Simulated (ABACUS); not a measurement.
# MgO (Fm-3m) in ABACUS: settings compared

One crystal, MgO, is run at these levels: TM, PW91; tasks: single point, relaxation of cell and atoms.

All numbers are computed with ABACUS 3.10.1; they aren't measurements. Logs are shortened: lines on timing, memory, paths and dates and some standing lists are left out, and cuts for length are marked.

**What was measured.**

“Electronic structure of alkaline earth and post-transition metal oxides”, 2009, arxiv:0908.1581 quotes, for a bulk crystal of MgO: band gap 7.83 eV.

How close the calculation comes is told below.

## Step 1: Starting point

It takes space group Fm-3m (No. 225, cubic). The conventional cell has a = 4.194 Å, b = 4.194 Å, c = 4.194 Å, α = 90.00°, β = 90.00°, γ = 90.00°. Mg (site symmetry m-3m) has 6 O at 2.10 Å as nearest neighbours. O (site symmetry m-3m) has 6 Mg at 2.10 Å as nearest neighbours.

The cell is a database's computed one.

## Step 2: Single point, TM

Contents of INPUT:

```
INPUT_PARAMETERS
suffix              MgO
calculation         scf
basis_type          pw
pseudo_dir          ./
symmetry            1
dft_functional      MGGA_X_TM+MGGA_C_TM
ecutwfc             97
pseudo_rcut         10
nspin               1
nbands              18
ks_solver           dav
smearing_method     fd
smearing_sigma      0.00367493
scf_thr             1e-08
scf_nmax            100
mixing_type         broyden
mixing_beta         0.7
cal_force           1
cal_stress          1
mixing_tau          1
out_chg             1
out_pot             2
out_elf             1
```

Contents of STRU:

```
ATOMIC_SPECIES
Mg 24.3050 Mg_ONCV_PBE-1.2.upf
O 15.9990 O_ONCV_PBE-1.2.upf

LATTICE_CONSTANT
1.8897261246

LATTICE_VECTORS
0.0000000000 2.0970013927 2.0970013927
2.0970013927 0.0000000000 2.0970013927
2.0970013927 2.0970013927 0.0000000000

ATOMIC_POSITIONS
Direct

Mg
0.0
1
0.0000000000 0.0000000000 0.0000000000 1 1 1

O
0.0
1
0.5000000000 0.5000000000 0.5000000000 1 1 1
```

Contents of KPT:

```
K_POINTS
0
Gamma
7 7 7 0 0 0
```

Potentials or basis: SG15 ONCV 1.2 PBE, plane waves.

Run with:

```bash
OMP_NUM_THREADS=1 mpirun -np 4 abacus > log
```

running log:

```text
ABACUS v3.10.1

               Atomic-orbital Based Ab-initio Computation at UStc

 ------------------------------------------------------------------------------------

 READING GENERAL INFORMATION
                           global_out_dir = OUT.MgO/
                           global_in_card = INPUT
                               pseudo_dir = ./
                              orbital_dir =
                                    DSIZE = 4
                                    GSIZE = 1
[... 5 lines left out ...]

 READING ATOM TYPE 1
                               atom label = Mg
                      L=0, number of zeta = 1
                      L=1, number of zeta = 1
                      L=2, number of zeta = 1
             number of atom for this type = 1

 READING ATOM TYPE 2
                               atom label = O
                      L=0, number of zeta = 1
                      L=1, number of zeta = 1
                      L=2, number of zeta = 1
             number of atom for this type = 1

                        TOTAL ATOM NUMBER = 2
DIRECT COORDINATES
    atom                   x                   y                   z     mag                  vx                  vy                  vz
taud_Mg1            0.0000000000        0.0000000000        0.0000000000  0.0000        0.0000000000        0.0000000000        0.0000000000
taud_O1            0.5000000000        0.5000000000        0.5000000000  0.0000        0.0000000000        0.0000000000        0.0000000000

                          Volume (Bohr^3) = 124.458
                             Volume (A^3) = 18.4427

 Lattice vectors: (Cartesian coordinate: in unit of a_0)
                   +0              +2.097              +2.097
               +2.097                  +0              +2.097
               +2.097              +2.097                  +0
 Reciprocal vectors: (Cartesian coordinate: in unit of 2 pi/a_0)
            -0.238436           +0.238436           +0.238436
            +0.238436           -0.238436           +0.238436
            +0.238436           +0.238436           -0.238436
 The esolver type has been set to : ksdft_pw

                PAO radial cut off (Bohr) = 10

 Read in pseudopotential file is Mg_ONCV_PBE-1.2.upf
                     pseudopotential type = NC
          exchange-correlation functional = PBE
                 nonlocal core correction = 0
                        valence electrons = 10
                                     lmax = 1
                           number of zeta = 0
                     number of projectors = 4
                           L of projector = 0
                           L of projector = 0
                           L of projector = 1
                           L of projector = 1
 XC functional updated to : MGGA_X_TM+MGGA_C_TM
          exchange-correlation functional = MGGA_X_TM+MGGA_C_TM
                PAO radial cut off (Bohr) = 10

 Read in pseudopotential file is O_ONCV_PBE-1.2.upf
                     pseudopotential type = NC
          exchange-correlation functional = PBE
                 nonlocal core correction = 0
                        valence electrons = 6
                                     lmax = 1
                           number of zeta = 0
                     number of projectors = 4
                           L of projector = 0
                           L of projector = 0
                           L of projector = 1
                           L of projector = 1
 XC functional updated to : MGGA_X_TM+MGGA_C_TM
          exchange-correlation functional = MGGA_X_TM+MGGA_C_TM
     initial pseudo atomic orbital number = 0

 SETUP THE ELECTRONS NUMBER
            electron number of element Mg = 10
      total electron number of element Mg = 10
             electron number of element O = 6
       total electron number of element O = 6
            AUTOSET number of electrons:  = 16
                           occupied bands = 8
                                   NBANDS = 18
                                   NLOCAL = 18

%%%%%%%%%%%%%%%%%%%%%%%%%%%%%%%%%%%%%%%%%%%%%%%%%%%%%%%%%%%%%%%%%%%%%%%%%%%%%%%%%%%%%%%%%%%%%%%%%%%%%%%%%%
 Warning: the number of valence electrons in pseudopotential > 2 for Mg: [Ne] 3s2
 Pseudopotentials with additional electrons can yield (more) accurate outcomes, but may be less efficient.
 If you're confident that your chosen pseudopotential is appropriate, you can safely ignore this warning.
%%%%%%%%%%%%%%%%%%%%%%%%%%%%%%%%%%%%%%%%%%%%%%%%%%%%%%%%%%%%%%%%%%%%%%%%%%%%%%%%%%%%%%%%%%%%%%%%%%%%%%%%%%

 SETUP THE PLANE WAVE BASIS
 energy cutoff for charge/potential (unit:Ry) = 388
            fft grid for charge/potential = [ 36, 36, 36 ]
                        fft grid division = [ 1, 1, 1 ]
        big fft grid for charge/potential = [ 36, 36, 36 ]
                                     nbxx = 11664
                                     nrxx = 11664

 SETUP PLANE WAVES FOR CHARGE/POTENTIAL
                    number of plane waves = 16145
                         number of sticks = 847

 PARALLEL PW FOR CHARGE/POTENTIAL
     PROC   COLUMNS(POT)             PW
        1            211           4035
        2            212           4037
        3            212           4036
        4            212           4037
 --------------- sum -------------------
        4            847          16145
                            number of |g| = 207
                                  max |g| = 35.0206
                                  min |g| = 0.170555

----------- Double Check Mixing Parameters Begin ------------
mixing_type: broyden
mixing_beta: 0.7
mixing_gg0: 1
mixing_gg0_min: 0.1
mixing_ndim: 8
----------- Double Check Mixing Parameters End ------------

 LATTICE VECTORS: (CARTESIAN COORDINATE: IN UNIT OF A0)
                   +0              +2.097              +2.097
               +2.097                  +0              +2.097
               +2.097              +2.097                  +0
                       right hand lattice = 1
                                   NORM_A = 2.96561
                                   NORM_B = 2.96561
                                   NORM_C = 2.96561
                           ALPHA (DEGREE) = 60
                           BETA  (DEGREE) = 60
                           GAMMA (DEGREE) = 60

 The lattice vectors have been changed (STRU_SIMPLE.cif)

(for optimal symmetric configuration:)
                             BRAVAIS TYPE = 3
                     BRAVAIS LATTICE NAME = 03. Cubic F (face-centered)
                                    ibrav = 3
                                    IBRAV = 3
                                  BRAVAIS = FACE CENTERED CUBIC
                       LATTICE CONSTANT A = 4.194
Original cell was already a primitive cell.
                        ROTATION MATRICES = 48
              PURE POINT GROUP OPERATIONS = 48
                   SPACE GROUP OPERATIONS = 48
                              POINT GROUP = O_h
               POINT GROUP IN SPACE GROUP = O_h

 SETUP K-POINTS
                                    nspin = 1
                   Input type of k points = Monkhorst-Pack(Gamma)
                                   nkstot = 343
                       right hand lattice = 1
(for reciprocal lattice: )
                             BRAVAIS TYPE = 2
                     BRAVAIS LATTICE NAME = 02. Cubic I (body-centered)
                                    ibrav = 2
                       right hand lattice = 1
(for k-lattice: )
                             BRAVAIS TYPE = 2
                     BRAVAIS LATTICE NAME = 02. Cubic I (body-centered)
                                    ibrav = 2
                       right hand lattice = 1
                        ROTATION MATRICES = 48
                               nkstot_ibz = 20
K-POINTS REDUCTION ACCORDING TO SYMMETRY
     IBZ    DIRECT_X    DIRECT_Y    DIRECT_Z  WEIGHT  ibz2bz
       1  0.00000000  0.00000000  0.00000000  0.0029       0
       2  0.14285714  0.14285714  0.14285714  0.0233       1
       3  0.28571429  0.28571429  0.28571429  0.0233       2
       4  0.42857143  0.42857143  0.42857143  0.0233       3
       5  0.14285714  0.14285714  0.00000000  0.0175       8
       6  0.28571429  0.14285714  0.28571429  0.0700       9
[... 12 lines left out ...]
      19 -0.42857143  0.42857143  0.14285714  0.0700      74
      20 -0.28571429  0.42857143  0.28571429  0.0700      75

                               nkstot now = 20
[... K-POINTS DIRECT COORDINATES: 20 rows ...]

           k-point number in this process = 20
       minimum distributed K point number = 20
[... stars of the k points ...]

[... K-POINTS CARTESIAN COORDINATES: 20 rows ...]

[... K-POINTS DIRECT COORDINATES: 20 rows ...]

 SETUP PLANE WAVES FOR WAVE FUNCTIONS
     energy cutoff for wavefunc (unit:Ry) = 97
              fft grid for wave functions = [ 36, 36, 36 ]
                    number of plane waves = 2733
                         number of sticks = 253

 PARALLEL PW FOR WAVE FUNCTIONS
     PROC   COLUMNS(POT)             PW
        1             64            686
        2             63            682
        3             63            683
        4             63            682
 --------------- sum -------------------
        4            253           2733

 SETUP NONLOCAL PSEUDOPOTENTIALS IN PLANE WAVE BASIS
 Mg non-local projectors:
 projector 1 L=0
 projector 2 L=0
 projector 3 L=1
 projector 4 L=1
 O non-local projectors:
 projector 1 L=0
 projector 2 L=0
 projector 3 L=1
 projector 4 L=1
      TOTAL NUMBER OF NONLOCAL PROJECTORS = 16

 Init Non-Local PseudoPotential table :
 Init Non-Local-Pseudopotential done.

                                     npwx = 511

 -------------------------------------------
 SELF-CONSISTENT
 -------------------------------------------
                                 init_chg = atomic

 PW ALGORITHM --------------- ION=   1  ELEC=   1--------------------------------

 Density error is 0.377341288133
                          Error Threshold = 0.01
----------------------------------------------------------
     Energy           Rydberg                 eV
----------------------------------------------------------
 E_KohnSham     -140.5337860783      -1912.0602521777
 E_Harris       -140.0363313566      -1905.2920334665
 E_Fermi        0.6666511828         9.0702546644
----------------------------------------------------------
[... 63 lines left out ...]
 Density error is 6.87836511036e-10
                          Error Threshold = 1.96170821578e-09
----------------------------------------------------------
     Energy           Rydberg                 eV
----------------------------------------------------------
 E_KohnSham     -140.6878760279      -1914.1567534966
 E_KS(sigma->0) -140.6878760279      -1914.1567534966
 E_Harris       -140.6877326723      -1914.1548030440
 E_band         -20.8351732965       -283.4770756499
 E_one_elec     -55.8188852306       -759.4548951444
 E_Hartree      31.3635051258        426.7223789636
 E_xc           -21.0577302321       -286.5051181028
 E_Ewald        -95.1747656910       -1294.9191192130
 E_entropy(-TS) 0.0000000000         0.0000000000
 E_descf        0.0000000000         0.0000000000
 E_exx          0.0000000000         0.0000000000
 E_Fermi        0.8494003208         11.5566842459
----------------------------------------------------------

 charge density convergence is achieved
 final etot is -1914.1567535 eV
 EFERMI = 11.556684246 eV
The vacuum level is 7.5569357691 eV

 STATE ENERGY(eV) AND OCCUPATIONS    NSPIN == 1
 1/20 kpoint (Cartesian) = 0.0000 0.0000 0.0000 (498 pws)
       1       -63.7146     0.00583090
       2       -30.3555     0.00583090
       3       -30.3555     0.00583090
       4       -30.3555     0.00583090
       5       -8.75464     0.00583090
       6        8.86491     0.00583090
[... 10 lines left out ...]
      17        33.7559        0.00000
      18        33.7559        0.00000
[... 83 lines left out ...]
       2       -30.3966       0.139942
       3       -30.3656       0.139942
       4       -30.3642       0.139942
       5       -8.06857       0.139942
       6        6.24478       0.139942
[... 10 lines left out ...]
      17        37.3906        0.00000
      18        38.2845        0.00000

[... levels at 14 further k points ...]

------------------------------------------------------------------------------------------
 TOTAL-FORCE (eV/Angstrom)
------------------------------------------------------------------------------------------
                       Mg1         0.0000000000         0.0000000000         0.0000000000
                        O1         0.0000000000         0.0000000000         0.0000000000
------------------------------------------------------------------------------------------

----------------------------------------------------------------
 TOTAL-STRESS (KBAR)
----------------------------------------------------------------
        11.7729522340        -0.0000000000        -0.0000000000
        -0.0000000000        11.7729522340         0.0000000000
        -0.0000000000         0.0000000000        11.7729522340
----------------------------------------------------------------
 TOTAL-PRESSURE: 11.772952 KBAR

 --------------------------------------------
 !FINAL_ETOT_IS -1914.1567534965749928 eV
 --------------------------------------------
```

It took 11 s on 4 MPI ranks of Intel Xeon Platinum 8488C (Sapphire Rapids), shared host; peak memory 0.24 GiB.

What came out:

```
Free energy            : -1914.1568 eV
Pressure               : 1.2 GPa
Band gap on the k mesh : 5.17 eV, direct
```

Levels at points of the mesh, in eV from the valence-band top:
| k point | band 4 | band 5 | band 6 | band 7 | band 8 | band 9 | band 10 | band 11 | band 12 | band 13 |
| --- | --- | --- | --- | --- | --- | --- | --- | --- | --- | --- |
| (0.00, 0.00, 0.00) | -39.22 | -17.62 | 0.00 | 0.00 | 0.00 | 5.17 | 16.01 | 16.01 | 16.01 | 19.25 |

Caveat: the potentials were made for another functional, which shifts forces and pressure.

(Continued in part 2 of 2.)
